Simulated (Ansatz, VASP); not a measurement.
Ti: VASP beside Ansatz

File INCAR:

```
  PREC = Accurate
  ENCUT = 520
  EDIFF = 1E-7
  ISMEAR = -1
  SIGMA = 0.05
  LREAL = False
  LASPH = True
  NELM = 80
  ALGO = Normal
  ISIF = 2
  LWAVE = False
  LCHARG = True
  GGA = CA
  LELF = True
  LVHAR = True
  NBANDS = 25
```

Contents of KPOINTS:

```
Automatic mesh
0
Gamma
  7 7 9
```

Contents of POSCAR:

```
Ti
1.0
    4.5976232276      0.0000000000      0.0000000000
   -2.2988116138      3.9816585121      0.0000000000
    0.0000000000      0.0000000000      2.8449616649
Ti
3
Direct
    0.6666666667      0.3333333333      0.5000000000
    0.3333333333      0.6666666667      0.5000000000
    0.0000000000      0.0000000000      0.0000000000
```

The input input.yaml:

```yaml
crystal:
  lattice:
    - [4.5976232276, 0.0, 0.0]
    - [-2.2988116138, 3.9816585121, 0.0]
    - [0.0, 0.0, 2.8449616649]
  atoms:
    - { symbol: Ti, position: [0.6666666667, 0.3333333333, 0.5] }
    - { symbol: Ti, position: [0.3333333333, 0.6666666667, 0.5] }
    - { symbol: Ti, position: [0.0, 0.0, 0.0] }
kpoints:
  mp_grid: { grid: [7, 7, 9] }
scf:
  occupations: { method: fermi_dirac, width: 0.05 }
hamiltonian:
  xc: lda
  pseudopotentials: { kind: all_electron, lapw: { basis_error: 0.002 } }
output:
  forces: true
  stress: true
  eigenvalues: true
```

Change from the starting cell: volume scaled by 1.02.

Alike in both runs: task single point; functional LDA; k mesh 7 × 7 × 9; occupations fermi-dirac, width 0.05 eV; no spin polarisation.

|  | VASP | Ansatz |
| --- | --- | --- |
| version | VASP 6.6.1 | Ansatz 0.2.0 |
| potentials or method | VASP PAW LDA potentials, release 64 (Ti_sv) | all-electron LAPW, scalar-relativistic |
| plane-wave cutoff (eV) | 520 | see its input |

```csv
,VASP,Ansatz,Ansatz less VASP
gap on the k mesh at the Fermi level (eV),none,none,-
pressure (GPa),-9.9,-9.9,+0.03
largest component of the traceless stress (GPa),0.24,0.24,+0.008
```

A gap of «none» marks a metal or a gap that the smearing closes. Ansatz ran all-electron here, so the differences hold the error of VASP's frozen core and of both bases.
